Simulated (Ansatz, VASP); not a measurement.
## Ga in VASP and in Ansatz

```
Ga
1.0
     1.46054   -2.53546    0.00000
     1.46054    2.53546    0.00000
     0.00000    0.00000    2.77807
Ga
1
Direct
  0.50000 0.50000 0.00000
```

Alike in both runs: functional PBE; k mesh 22 × 22 × 20; occupations gaussian, width 0.1 eV; no spin polarisation.

Ansatz relaxed the structure, and its values are those at the end. VASP's run is a single point on that final structure, the one shown.

|  | VASP | Ansatz |
| --- | --- | --- |
| version | VASP 6.6.1 | Ansatz 0.2.0 |
| potentials or method | VASP PAW PBE potentials, release 64 (Ga_d) | scalar-relativistic, plane waves, PAW |
| plane-wave cutoff (eV) | 520 | 420 |
| valence electrons in the cell | 13 | 13 |

```csv
,VASP,Ansatz,Ansatz less VASP
gap on the k mesh at the Fermi level (eV),none,none,-
pressure (GPa),-2.1,-2.3,-0.14
```

A gap of «none» marks a metal or a gap that the smearing closes. The functional is the same, so the differences come from potentials, cutoffs and numerics.
